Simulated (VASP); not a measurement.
An input for Quantum ESPRESSO's pw.x (written as the equivalent of a VASP run, and not itself run):

```
&CONTROL
  calculation = 'vc-relax'
  pseudo_dir = './pseudo'
  outdir = './out'
  tprnfor = .true.
  tstress = .true.
  nstep = 30
  forc_conv_thr = 0.00039
/
&SYSTEM
  ibrav = 0
  nat = 6
  ntyp = 2
  ecutwfc = 84
  occupations = 'smearing'
  smearing = 'methfessel-paxton'
  degauss = 0.00735
  input_dft = 'pbesol'
/
&ELECTRONS
  conv_thr = 7.3e-09
  electron_maxstep = 100
/
&IONS
/
&CELL
  cell_dofree = 'shape'
/
ATOMIC_SPECIES
  Ru 101.070 Ru.upf
  O 15.999 O.upf
CELL_PARAMETERS angstrom
     4.3742381    0.0000000    0.0000000
     0.0000000    4.3742381    0.0000000
     0.0000000    0.0000000    3.0318488
ATOMIC_POSITIONS crystal
  Ru   0.0000000  0.0000000  0.0000000
  Ru   0.5000000  0.5000000  0.5000000
  O    0.3060354  0.3060354  0.0000000
  O    0.8060354  0.1939646  0.5000000
  O    0.1939646  0.8060354  0.5000000
  O    0.6939646  0.6939646  0.0000000
K_POINTS automatic
  7 7 10 0 0 0
```

**Question.** Translate this input to VASP (INCAR, KPOINTS, POSCAR, choice of POTCAR).

**Answer.** This is not unique; one that fits is 
INCAR:
```
LMAXMIX = 4   # l cut-off of mixed one-centre charges
LWAVE = .False.
SIGMA = 0.1
PREC = Accurate
LREAL = .False.   # projection in real space or not
ISMEAR = 1
EDIFF = 1E-7   # SCF stop (eV)
LCHARG = .False.
NSW = 30
SYSTEM = RuO2
GGA = PS
ENCUT = 520   # plane-wave cut-off (eV)
ISIF = 4
NELM = 100   # most electronic steps
LASPH = .True.   # aspherical one-centre terms
EDIFFG = -0.01
ALGO = Normal
IBRION = 2   # conjugate gradients
```

POSCAR:
```
RuO2
1
    4.3742380517     0.0000000000     0.0000000000
    0.0000000000     4.3742380517     0.0000000000
    0.0000000000     0.0000000000     3.0318487671
Ru O
2 4
Direct
  0.0000000000   0.0000000000   0.0000000000
  0.5000000000   0.5000000000   0.5000000000
  0.3060354179   0.3060354179   0.0000000000
  0.8060354179   0.1939645821   0.5000000000
  0.1939645821   0.8060354179   0.5000000000
  0.6939645821   0.6939645821   0.0000000000
```

**KPOINTS**
```
kpoints
0
G
7 7 10
0 0 0
```

POTCAR, in this order: Ru_pv O (PBE.64 set). Program: vasp_std.

What does not carry over: the potentials are each code's own (VASP's PAW set, PseudoDojo norm-conserving files in pw.x), so ENCUT and ecutwfc are chosen apart and not converted; conv_thr bounds pw.x's estimated SCF error, while EDIFF bounds the energy change between steps; forc_conv_thr acts on force components and is met together with etot_conv_thr.

The compound is RuO2 in the rutile structure. This cell is one point of a volume scan, at 0.94 of the reference volume. Symmetry was kept, so distortions that lower it aren't found.
